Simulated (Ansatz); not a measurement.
# Mo/MgO/TiC: current against voltage, part 4 of 5

Aim: the current through Mo/MgO/TiC at finite bias, with the potential solved under that bias. The lower electrode is Mo bcc(001), the upper one TiC rock salt(001); the barrier is MgO rock salt(001) (non-polar). In the first transport cell, after relaxation, the nearest pair of electrode and barrier is Mo–O at 2.23 Å, along the normal, at the lower face and C–Mg at 2.26 Å, along the normal, at the upper one. All share a net of side 3.005 Å, which strains the lower electrode by -4.6 %, the upper one by -1.8 % and the barrier by +0.0 %, against typed lattice constants near PBE's. The first steps treat the bulk electrodes alone.

Ansatz 0.2.0; PBE DFT, plane waves, PAW files (the session's first sound run).

So far. Step 4 (Relaxation): The largest force component on a free atom ends at 0.018 eV/Å. At one or more of this run's solves the program warned of density in the dipole ramp over its bound, where dipole, forces and levels can be off.

## (5) Current under bias (continued)

Level of this step: PBE DFT, plane waves, PAW files; current against voltage, self-consistent between two reservoirs (Ansatz).

ELF in the ca plane at fractional y = 0.000, with atoms of Mo and O and Mg and C and Ti within 0.2 Å of it. It is the smooth field of the valence electrons, not physical close to the nuclei.

Ten even steps from '0' (0.03) to '9' (0.81), each cell a mean:
```
62341587862442686852797993143414984695373562
33453367742553477731599972012104899984036521
34444322234444322221246520000002577753001001
55435543355434433332100000000001233322122211
45445432245444432221122210000001355432111111
23554234433554345421379851000003799973012201
52442488852442588841699983034304997895166641
61331584772331674852884894142414971385461372
```
Columns run along c (16.0 Å, from fractional 0.32 to 0.57 of the cell), rows up along a (3.0 Å). Atoms in or near the plane, at fractional coordinates: Mo at (0.36, 0.00), Mo at (0.41, 0.00), O at (0.45, 0.00), Mg at (0.48, 0.00), C at (0.52, 0.00), Ti at (0.55, 0.00).

Electrostatic potential energy in the ca plane at fractional y = 0.000, with atoms of Mo and O and Mg and C and Ti within 0.2 Å of it. With pseudopotentials it is smooth inside the atoms' cores, unlike the true potential.

Values in eV, 5 rows by 16 columns, each cell a mean:
```
 -6   9 -43 -18  -5  -5  -7 -24   9 -24   6 -21  -1 -17   0 -13
 10  13   0   8  14  14  11   9  15  13  14   4  12  13  14   7
 13  13  12  13  14  14  14  14  15  14  15  13  15  14  15  14
  6  12 -12   1  11  11   8   3  14   7  12  -5   8   9  12   1
-11   7 -50 -24 -12 -12 -14 -35   6 -39   3 -23  -3 -28  -7 -16
```
Columns run along c (16.0 Å, from fractional 0.38 to 0.62 of the cell; values clipped at the 3rd and 97th percentile), rows up along a (3.0 Å). Atoms in or near the plane, at fractional coordinates: Mo at (0.41, 0.00), O at (0.45, 0.00), Mg at (0.48, 0.00), C at (0.52, 0.00), Ti at (0.55, 0.00), C at (0.59, 0.00), Ti at (0.62, 0.00).

All 7 points reached self-consistency. On every other mesh point the currents change by up to 25 %. The leads' potential repeats within 33 meV.

## (6) Transmission over a wide range of energy

This step: PBE DFT, plane waves, PAW files; ballistic transmission by layer matching between semi-infinite leads (Ansatz 0.2.0).

System of this step: Mo/MgO/TiC. The cell holds 39 atoms: 11 Mo, 2 O, 2 Mg, 12 C and 12 Ti. Its edges and angles: a = 3.005 Å, b = 3.005 Å, c = 61.097 Å, α = 90.0°, β = 90.0°, γ = 90.0°. Regions: left electrode, 11 atoms (11 Mo); barrier, 4 atoms (2 O and 2 Mg); right electrode, 24 atoms (12 C and 12 Ti). Vacuum lies along c.

The relaxed core is set between ideal electrode layers (this cell holds 2 atomic planes between the electrodes; where that differs from the relaxed slab, whole periods were copied in or cut out without a new relaxation), which the solver continues as semi-infinite leads. A wide energy window on a coarse mesh (12×12) shows where the Fermi level lies against the barrier's bands; the projected density of states shows how far the metals' states reach in.

Contents of input.yaml:

```yaml
crystal:
  lattice:
    - [3.005, 0.0, 0.0]
    - [0.0, 3.005, 0.0]
    - [0.0, 0.0, 61.0966114073]
  atoms:
    - { symbol: Mo, position: [0.0, 0.0, 0.114572639] }
    - { symbol: Mo, position: [0.5, 0.5, 0.1415509733] }
    - { symbol: Mo, position: [0.0, 0.0, 0.1685293077] }
    - { symbol: Mo, position: [0.5, 0.5, 0.1955076421] }
    - { symbol: Mo, position: [0.0, 0.0, 0.2224859765] }
    - { symbol: Mo, position: [0.5, 0.5, 0.2494643108] }
    - { symbol: Mo, position: [0.0, 0.0, 0.2764426452] }
    - { symbol: Mo, position: [0.5, 0.5, 0.3034209796] }
    - { symbol: Mo, position: [0.0, 0.0, 0.330399314] }
    - { symbol: Mo, position: [0.5, 0.5, 0.3573776484] }
    - { symbol: Mo, position: [0.0, 0.0, 0.3824768655] }
    - { symbol: O, position: [0.0, 0.0, 0.4190257732] }
    - { symbol: Mg, position: [0.5, 0.5, 0.418935913] }
    - { symbol: O, position: [0.5, 0.5, 0.4533944158] }
    - { symbol: Mg, position: [0.0, 0.0, 0.4544639914] }
    - { symbol: C, position: [0.0, 0.0, 0.4914408578] }
    - { symbol: Ti, position: [0.5, 0.5, 0.4922946096] }
    - { symbol: C, position: [0.5, 0.5, 0.5275021884] }
    - { symbol: Ti, position: [0.0, 0.0, 0.5275021884] }
    - { symbol: C, position: [0.0, 0.0, 0.5632947057] }
    - { symbol: Ti, position: [0.5, 0.5, 0.5632947057] }
    - { symbol: C, position: [0.5, 0.5, 0.5990872229] }
    - { symbol: Ti, position: [0.0, 0.0, 0.5990872229] }
    - { symbol: C, position: [0.0, 0.0, 0.6348797402] }
    - { symbol: Ti, position: [0.5, 0.5, 0.6348797402] }
    - { symbol: C, position: [0.5, 0.5, 0.6706722575] }
    - { symbol: Ti, position: [0.0, 0.0, 0.6706722575] }
    - { symbol: C, position: [0.0, 0.0, 0.7064647747] }
    - { symbol: Ti, position: [0.5, 0.5, 0.7064647747] }
    - { symbol: C, position: [0.5, 0.5, 0.742257292] }
    - { symbol: Ti, position: [0.0, 0.0, 0.742257292] }
    - { symbol: C, position: [0.0, 0.0, 0.7780498093] }
    - { symbol: Ti, position: [0.5, 0.5, 0.7780498093] }
    - { symbol: C, position: [0.5, 0.5, 0.8138423265] }
    - { symbol: Ti, position: [0.0, 0.0, 0.8138423265] }
    - { symbol: C, position: [0.0, 0.0, 0.8496348438] }
    - { symbol: Ti, position: [0.5, 0.5, 0.8496348438] }
    - { symbol: C, position: [0.5, 0.5, 0.885427361] }
    - { symbol: Ti, position: [0.0, 0.0, 0.885427361] }
kpoints:
  mp_grid: { grid: [10, 10, 1] }
scf:
  occupations: { method: fermi_dirac, width: 0.1 }
  max_iter: 150
hamiltonian:
  xc: pbe
output:
  transmission:
    kmesh: [12, 12]
    e_range: [-2, 3]
    de: 0.1
    leads: [[4, 5], [27, 29]]
  dos: { projected: true, e_range: [-6, 5], de: 0.05 }
  write_potential: true
  write_density: true
  volumetric_format: npy
```

On the command line:

```
$ ansatz run input.yaml --threads 8 --pin off --max-ram 20480MiB --backend cpu --events-out ev --progress --plain --runs-dir out
```

Numbers of over 12 decimals in the logs are rounded to 6 here.

Log:

```text
[...]
Crystal: 39 atoms, lattice volume = 551.704 Å³
Basis set: ecut = 420 eV, 10581 PW (Γ)
Bands: 228, of which v1, the nominal top of the filled ones, is band 189 counted from 1 (188 counted from 0)
Symmetry: 8 space group operations
[...]
k-points: 21 of 100
[...]
SCF iter   1: F=—  HF=-92525.987645 eV  |F-HF|=—  |Δ(HF+E_count)|=         —  Δρ=1.10e-2  dr2=8.21e1  ethr=1.77e-3  ⟨swp⟩=7.5  Hψ=21838  notcnv=0
[...]
SCF iter  10: F=-92525.664156 eV  HF=-92525.664156 eV  |F-HF|=5.17e-8  |Δ(HF+E_count)|=   2.73e-8  Δρ=2.66e-6  dr2=7.57e-8  ethr=2.65e-11  ⟨swp⟩=8.3  Hψ=14438  notcnv=0
the search or the solves at the SCF's close seem to have found levels that the self-consistency loop had missed (the run counts 1). By its estimate they hold under 1e-12 electrons; where the run keeps them, the occupations were computed again with them
SCF 1 converged in 10 iterations: F = -92525.664156 eV  dr2 = 7.57e-8
[...]
transmission: 141 of 1344 steps passed
transmission: 272 of 1344 steps passed
[...]
transmission: 1344 of 1344 steps passed
[...]
SCF converged after 10 iterations
Free energy (F): -92525.664156 eV
[...]
Internal energy: -92525.204691 eV  (E = F + TS)
E sigma→0 (E₀):  -92525.434423 eV
Entropy (-TS):   -0.459465 eV (-11.781 meV/atom)
Fermi energy:    13.088822 eV
[...]
--- Band table (eV; the first three rows and the last of 21) ---
  k-point 0: bands = [... 185 lower, 13.1067, 13.1414, 13.1414, 13.1780, 13.1780, 13.1944, 13.1944, 13.3279, ... 35 higher]
  k-point 1: bands = [... 185 lower, 13.0516, 13.0982, 13.1057, 13.2148, 13.2611, 13.3115, 13.3408, 13.4226, ... 35 higher]
  k-point 2: bands = [... 185 lower, 12.4174, 12.5237, 12.9873, 13.0714, 13.2214, 13.2958, 13.4111, 13.5483, ... 35 higher]
  k-point 20: bands = [... 185 lower, 13.2515, 13.2515, 13.4620, 13.4620, 13.7361, 13.7361, 14.2834, 14.2834, ... 35 higher]
--- Transmission ---
  basis      : 81 plane waves across, 48 finite elements along
  points     : 28, standing for a mesh of 12 x 12
  energies   : 51 from -2.000000 to 3.000000 eV about the Fermi level, 0.100000 eV apart; the leads are filled to 0.000000 eV, and channels, transmission and decay are at 0.000000 eV
  crystal 0  : Mo1, at the sites [4, 5], period 1.6483 Å, over 16.48 Å; its Hamiltonian steps by up to 41.4 meV: too much for a lead, lay more layers or, if its atoms are ordered, name the step of that order
    offset         : up to 0.0000 Å between an atom of the period and one for which it stands
    channels       : 1.652778e0 a spin
    conductance    : none, the energies end too early or step too widely for 300 K: set another output.transmission.e_range or a lower de, or, where they end at an eighth of basis.ecutwfc, a higher one
    slowest decay  : 0.0872 /Å at (0.2500, 0.1667)
  crystal 1  : C1Ti1, at the sites [27, 29], period 2.1868 Å, over 24.05 Å; its Hamiltonian steps by up to 2.2 meV
[...]
channels       : 3.888889e-1 a spin
[...]
slowest decay  : 0.0250 /Å at (0.1667, 0.1667)
  junction   : crystal 0 to crystal 1, 15.12 to 41.37 Å
    transmission   : 6.517095e-4 a spin
[...]
```

The job ended after 2.3 min (8 threads of Arm Neoverse V2, shared host; peak memory 6.4 GiB).

Numbers from this step:

| Property | Result |
| --- | --- |
| free energy | -92525.6642 eV |
| Fermi energy | 13.09 eV |
| level to which the leads are filled | 0 eV from the Fermi level |
| transmission at the Fermi level (a spin, zone mean) | 6.52e-4 |
| channels of the lower lead | 1.653 |
| channels of the upper lead | 0.3889 |
| potential step in the lower lead | 41.4 meV |
| potential step in the upper lead | 2.2 meV |

One spin. Table of transmission, zone mean by energy, zero at the Fermi level:

energy (eV), transmission, zone mean and a bar:
```
    -2.00      0.018 ###
    -1.80      0.019 ###
    -1.70      0.018 ###
    -1.50      0.015 ###
    -1.30      0.013 ##
    -1.10      0.008 #
    -1.00      0.004 #
    -0.80      0.001 
    -0.60      0.004 #
    -0.40      0.000 
    -0.30      0.000 
    -0.10      0.000 
     0.00      0.001 
     0.10      0.001 
     0.20      0.001 
     0.40      0.001 
     0.60      0.001 
     0.80      0.002 
     0.90      0.003 #
     1.10      0.006 #
     1.30      0.005 #
     1.40      0.004 #
     1.60      0.022 ####
     1.70      0.057 ##########
     1.80      0.014 ###
     2.00      0.011 ##
     2.10      0.088 ################
     2.30      0.042 ########
     2.50      0.133 ########################
     2.60      0.166 ##############################
     2.70      0.109 ####################
     2.80      0.164 ##############################
     3.00      0.117 #####################
```

One spin. Open channels, zone mean against energy, zero at the Fermi level:

```
energy (eV)  lower lead  upper lead
      -2.00        2.19        1.78
      -1.90        2.49        1.73
      -1.70        2.53        1.49
      -1.60        2.70        1.33
      -1.50        2.56        1.25
      -1.30        2.12        1.11
      -1.20        2.09        1.08
      -1.10        1.90       0.944
      -0.90        1.59       0.778
      -0.80        1.62       0.722
      -0.60        1.60       0.583
      -0.50        1.62       0.556
      -0.40        1.74       0.528
      -0.20        1.65       0.278
      -0.10        1.60       0.264
       0.00        1.65       0.389
       0.20        1.90       0.458
       0.30        1.82       0.486
       0.40        2.04       0.431
       0.60        2.32       0.535
       0.70        2.46       0.729
       0.80        2.29       0.715
       1.00        2.15       0.771
       1.10        2.12       0.771
       1.20        2.06       0.993
       1.40        1.59       0.938
       1.50        1.76       0.938
       1.60        1.76       0.993
       1.80        1.51        1.28
       1.90        1.31        1.24
       2.10        1.87        1.29
       2.20        2.13        1.40
       2.30        2.17        1.51
       2.50        1.99        1.85
       2.60        2.38        1.62
       2.70        2.43        1.62
       2.90        2.56        1.99
       3.00        2.29        2.22
```

Transmission over k1 and k2. At 0.0000 eV from the Fermi level.

Values in units of 1e-2, 12 rows by 12 columns:
```
0.0 0.4 0.0 0.0 0.0 0.0 0.0 0.0 0.0 0.0 0.0 0.4
0.0 0.0 0.0 0.0 0.0 0.0 0.0 0.0 0.0 0.0 0.0 0.0
0.0 0.0 0.0 0.0 0.0 0.0 0.0 0.0 0.0 0.0 0.0 0.0
0.0 0.0 0.0 0.0 0.0 0.0 0.0 0.0 0.0 0.0 0.0 0.0
0.0 0.0 0.0 0.0 0.0 0.3 1.4 0.3 0.0 0.0 0.0 0.0
0.0 0.0 0.0 0.0 0.0 1.4 0.1 1.4 0.0 0.0 0.0 0.0
0.0 0.0 0.0 0.0 0.0 0.3 1.4 0.3 0.0 0.0 0.0 0.0
0.0 0.0 0.0 0.0 0.0 0.0 0.0 0.0 0.0 0.0 0.0 0.0
0.0 0.0 0.0 0.0 0.0 0.0 0.0 0.0 0.0 0.0 0.0 0.0
0.0 0.0 0.0 0.0 0.0 0.0 0.0 0.0 0.0 0.0 0.0 0.0
0.0 0.4 0.0 0.0 0.0 0.0 0.0 0.0 0.0 0.0 0.0 0.4
0.7 0.0 0.0 0.0 0.0 0.0 0.0 0.0 0.0 0.0 0.0 0.0
```
Columns: k1 (b1) from -0.5 to 0.417; rows upwards: k2 (b2) from -0.5 to 0.417.

Open channels of the lower lead over k1 and k2. At 0.0000 eV from the Fermi level.

Values, 12 rows by 12 columns:
```
2.00 2.00 1.00 0.00 0.00 3.00 5.00 3.00 0.00 0.00 1.00 2.00
0.00 1.00 0.00 0.00 0.00 2.00 5.00 2.00 0.00 0.00 0.00 1.00
0.00 0.00 0.00 0.00 0.00 2.00 4.00 2.00 0.00 0.00 0.00 0.00
2.00 0.00 0.00 0.00 2.00 2.00 2.00 2.00 2.00 0.00 0.00 0.00
4.00 3.00 2.00 2.00 2.00 4.00 4.00 4.00 2.00 2.00 2.00 3.00
4.00 5.00 5.00 4.00 2.00 4.00 4.00 4.00 2.00 4.00 5.00 5.00
4.00 3.00 2.00 2.00 2.00 4.00 4.00 4.00 2.00 2.00 2.00 3.00
2.00 0.00 0.00 0.00 2.00 2.00 2.00 2.00 2.00 0.00 0.00 0.00
0.00 0.00 0.00 0.00 0.00 2.00 4.00 2.00 0.00 0.00 0.00 0.00
0.00 1.00 0.00 0.00 0.00 2.00 5.00 2.00 0.00 0.00 0.00 1.00
2.00 2.00 1.00 0.00 0.00 3.00 5.00 3.00 0.00 0.00 1.00 2.00
2.00 2.00 0.00 0.00 2.00 4.00 4.00 4.00 2.00 0.00 0.00 2.00
```
Columns: k1 (b1) from -0.5 to 0.417; rows upwards: k2 (b2) from -0.5 to 0.417.

Open channels of the upper lead over k1 and k2. At 0.0000 eV from the Fermi level.

Ten even steps from '_' (0.00) to '@' (6.00):
```
__....______________....
__......__________......
____....__________....__
________________________
__________--++--________
__________++@@++________
__________--++--________
________________________
____....__________....__
__......__________......
__....______________....
--______________________
```
Columns: k1 (b1) from -0.5 to 0.417; rows upwards: k2 (b2) from -0.5 to 0.417.

Projected DOS an atom over height of the atomic layer and energy from the Fermi level. Layers: Mo Mo Mo Mo Mo Mo Mo Mo Mo Mo Mo MgO MgO TiC TiC TiC TiC TiC TiC TiC TiC TiC TiC TiC TiC; projections on atoms miss part of the total, and the computed bands can run out at the top of the range; a column is the mean of 2 neighbouring layers, the last of those left over.

Ten even steps from '_' (0.00 states/eV) to '@' (1.74 states/eV), each cell a mean:
```
%%++++++++::..::::::::::==
@@##******::..::......::::
%%######**::__..........::
++++**++==..__............
##======----______________
**::::::::==______________
%%--------##______........
##----------............--
**========::..::::..::::--
####%%####--::::::::::::++
****####**::----------==##
##******##--==**********%%
++**++++**::--##**##**##++
%%%%@@@@%%--::**######++--
##++****%%--==::::::::::::
%%****++**----::::::::--::
++########++==----------..
++%%@@%%##==::::::::::::..
--**++****----....::....__
..++**++==::--..........__
__..::::..--..____________
__________..______________
```
Columns: height of the atomic layer (Å) from 7.82 to 54.1 (not evenly spaced); rows upwards: energy from the Fermi level (eV) from -6 to 1.8.

At the Fermi level the transmission is 6.5e-4, as a zone mean for one spin on this coarse mesh. At the Fermi level the layers of this cell's barrier hold from 0.013 to 0.073 states an eV and atom. In the worse lead the potential repeats within 41 meV, which the program flags as too much for a lead, so G carries that doubt.

[end of part 4 of 5]

[Logs are printed without paths, hosts, clocks, repeated set-up lines and the standing remarks that a program may print on its own settings, such as how far it seeks lower states.]

[Hosts, paths, dates, database ids (printed as entryN), source tags and the programs' standing remarks are cut or masked in the printed files.]
